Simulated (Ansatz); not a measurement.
## How Al2Ru stores the work of compression

Method: Ansatz, DFT PBEsol, scalar-relativistic, plane waves, PAW. Settings: 420 eV cutoff, 18×18×18 k-mesh, Gaussian smearing of 0.10 eV, no spin polarisation.

The relaxed crystal:

```yaml
crystal:
  lattice:
    - [-1.56068, 1.56068, 4.21155]
    - [1.56068, -1.56068, 4.21155]
    - [1.56068, 1.56068, -4.21155]
  atoms:
    - { symbol: Al, position: [0.65908, 0.65908, 0.00000] }
    - { symbol: Al, position: [0.34092, 0.34092, 0.00000] }
    - { symbol: Ru, position: [0.00000, 0.00000, 0.00000] }
```

Cell and atoms were relaxed at each target pressure within the start's symmetry (I4/mmm), at zero temperature; other phases can be more stable under pressure. H = E + PV with P the target; E is the free energy at the smearing used, whose derivative the pressure is, per atom and counted from zero pressure. The mesh named is that at zero pressure; some other pressures ran on another.

```
P (GPa) V (Å³/atom) E − E0 (meV) H − H0 (meV)
      0       13.678           0.0           0.0
      1       13.602           0.2          85.1
      4       13.389           3.5         337.8
     12       12.895          27.7         993.5
     25       12.250         101.0        2012.4
     50       11.345         308.5        3849.1
     90       10.360         730.5        6550.2
```

Thermodynamics gives dH/dP = V along a relaxed path. Integrate V over P by the trapezoid rule and compare with the computed enthalpies.

With 1 eV/Å³ = 160.22 GPa, each step adds the mean volume times ΔP / 160.22:
```csv
P (GPa),∫V dP (meV),H − H0 (meV),difference (meV)
1,85.1,85.1,0.0
4,337.8,337.8,0.1
12,994.0,993.5,0.6
25,2014.2,2012.4,1.7
50,3855.0,3849.1,6.0
90,6564.5,6550.2,14.3
```

V(P) curves upward, so the trapezoid rule runs high; integrating a smooth curve through the same points (P as a polynomial of degree 4 in ln V) puts that excess at about 14.0 meV at 90 GPa, against the 14.3 meV found.

At 90 GPa, how much of the enthalpy change is stored energy and how much is the PV term?

E rises by 730 meV/atom and PV is 90 × 10.360 / 160.22 = 5820 meV/atom, so PV makes 89 % of ΔH. So between rival structures at high pressure a small difference in volume can outweigh the difference in energy: 1 % of this volume is worth 58.2 meV/atom at this pressure.

What bulk modulus do the lowest pressures give?

From the pressures that the runs reached, -1.00 GPa (13.755 Å³) and 1.00 GPa (13.602 Å³), B = −ΔP/Δln V = 2.00 / 0.0112 = 179 GPa, a mean over that range.

Compression stores little energy at first because the crystal starts at its energy minimum: E rises to second order in the volume change, while the PV term is first order in pressure. The stored share therefore grows throughout the table, from 0.2 of 85.1 meV/atom at 1 GPa to 730.5 of 6550.2 meV/atom at 90 GPa. The flattening of V(P) shows the lattice stiffening, as expected when shorter contacts raise the electrons' kinetic energy and the Pauli repulsion between ion cores. An initial bulk modulus of 179 GPa, far above that of elemental aluminium, probably reflects the dense packing and hybridisation between Ru 4d and Al sp states.

The tetragonal cell is of the MoSi2 type, whereas Al2Ru is known at ambient conditions in the orthorhombic TiSi2 type, a related stacking of similar layers. The curve thus describes a polymorph fixed by the starting symmetry, and its smoothness is no evidence that this stacking is preferred at any pressure.
